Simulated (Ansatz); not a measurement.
The system is Bi2TeSe2 (Skippenite).

```
Bi Te Se
1.0
     2.09150    1.20753    9.71233
    -2.09150    1.20753    9.71233
     0.00000   -2.41506    9.71233
Bi Te Se
2 1 2
Direct
  0.60194 0.60194 0.60194
  0.39806 0.39806 0.39806
  0.00000 0.00000 0.00000
  0.78840 0.78840 0.78840
  0.21160 0.21160 0.21160
```

Base run:

```yaml
Program: Ansatz 0.2.0
Functional: LDA
Potentials_or_basis: Ansatz PAW
Cutoff: 420 eV
Density_cutoff: 1680 eV
k_mesh: 7 × 7 × 7
Occupations: fermi-dirac, width 0.05 eV
Spin: no spin polarisation
```

Its results: band gap on the k mesh 0.39 eV, direct; pressure 0.4 GPa; largest force 1.780 eV/Å.

The run is repeated on the same cell with these changes: functional from LDA to BLYP. What comes out?

Band gap on the k mesh 0.54 eV, direct; pressure 8.6 GPa; largest force 1.957 eV/Å.

BLYP binds less tightly than LDA, so the same cell stands under more pressure.

Caveats: spin-orbit coupling is left out, which as a rule narrows the gap of such compounds by several tenths of an eV; the PAW data sets come from PBE, with cores solved anew for the run's functional, which leaves a small shift of forces and pressure; odd divisions of the mesh miss points on the zone boundary, where band edges often lie, so the gap on the mesh can be too wide (some runs); forces of over 1 eV/Å show positions far from the minimum, so gaps and moduli don't describe the material at rest (some runs); the density of states is complete only up to the lowest level of the last band computed (some runs); the potentials were made for another functional, which shifts forces and pressure (some runs).

Not every run made on this cell is shown here.
